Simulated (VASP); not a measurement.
## W: single point with LDA

Crystal: W.

```
CELL_PARAMETERS angstrom
-1.58663 1.58663 1.58663
1.58663 -1.58663 1.58663
1.58663 1.58663 -1.58663
ATOMIC_POSITIONS crystal
W 0.00000 0.00000 0.00000
```

The cell isn't the ideal one: a relaxed cell with its volume scaled by 1.03.

* Program: VASP 6.6.1
* Task: single point
* Functional: LDA
* Potentials or basis: VASP PAW LDA potentials, release 64 (W_sv)
* Cutoff: 350 eV
* k mesh: 10 × 10 × 10
* Occupations: gaussian, width 0.1 eV
* Spin: no spin polarisation

```yaml
Pressure: -9.5 GPa
Band_gap_on_the_k_mesh: none (metal or under the smearing width)
```

Levels at points of the mesh, in eV from the Fermi level:
| k point | band 4 | band 5 | band 6 | band 7 | band 8 | band 9 | band 10 | band 11 |
| --- | --- | --- | --- | --- | --- | --- | --- | --- |
| (0.00, 0.00, 0.00) | -37.72 | -9.62 | -1.38 | -1.38 | -1.38 | 2.04 | 2.04 | 14.44 |
| (0.50, 0.00, 0.00) | -37.72 | -6.33 | -3.68 | 0.69 | 1.93 | 2.89 | 5.92 | 10.82 |
| (0.50, 0.50, 0.50) | -38.61 | -5.91 | -5.91 | 4.95 | 4.95 | 4.95 | 8.16 | 8.16 |

Wall time 2.5 s on 1 thread of Intel(R) Xeon(R) 6975P-C (Granite Rapids), with other jobs on the host, peak memory 0.11 GiB.

The run has no spin-orbit coupling, so splittings on W are missing.
